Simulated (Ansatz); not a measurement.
# Ti (Fm-3m), comparing deformations

Level of theory: Ansatz 0.2.0, DFT PBEsol, scalar-relativistic, plane waves, PAW. Settings: plane waves to 420 eV, k-mesh 26×26×26 (Γ-centred), Gaussian smearing 0.15 eV. No spin polarisation. Energies are free energies at this smearing, counted from the undisturbed cell; pressure is positive in compression.

Reference structure (relaxed at this level; with this scan's settings it stands at 0.1 GPa; this fcc form isn't the usual structure):

```
Ti
1.0
     0.00000    2.02792    2.02792
     2.02792    0.00000    2.02792
     2.02792    2.02792    0.00000
Ti
1
Direct
  0.00000 0.00000 0.00000
```

The cell is strained by ε times a Voigt pattern (xx, yy, zz, yz, xz, xy; engineering shear) with fractional coordinates fixed. τ = (1/V0) dE/dε comes from the stress tensor. Of each scan, only the three points used here are listed.

```
           pattern        ε  τ (GPa)
(1, 1, 0, 0, 0, 0)  -0.0250   -13.02
(1, 1, 0, 0, 0, 0)   0.0000    -0.14
(1, 1, 0, 0, 0, 0)   0.0250    11.10
(0, 0, 1, 0, 0, 0)  -0.0050    -0.77
(0, 0, 1, 0, 0, 0)   0.0000    -0.07
(0, 0, 1, 0, 0, 0)   0.0050     0.61
```

Question: Which constants do the scans give, and which deformation costs least for the same size of strain tensor?

Answer: The slope dτ/dε at zero (parabola through three points) is pᵀCp: (1, 1, 0, 0, 0, 0) gives 2(C11 + C12) = 482 GPa; (0, 0, 1, 0, 0, 0) gives C11 = 138 GPa. The size of the strain tensor, ε:ε, is ε² times 2.0, 1.0. Per unit of it the stiffnesses are 241, 138 GPa, so (0, 0, 1, 0, 0, 0) is the softest of these: at ε:ε = (1 %)² the quadratic term costs 0.72 meV/atom against 1.26 for the stiffest.

Question: What else follows for this cubic crystal?

Answer: From the unrounded slopes C11 = 138.0 and C12 = 103.2 GPa, so B = (C11 + 2 C12)/3 = 115 GPa and the Poisson ratio for a pull along a cube edge is C12/(C11 + C12) = 0.43.

In a metal these slopes depend on the k mesh and the smearing.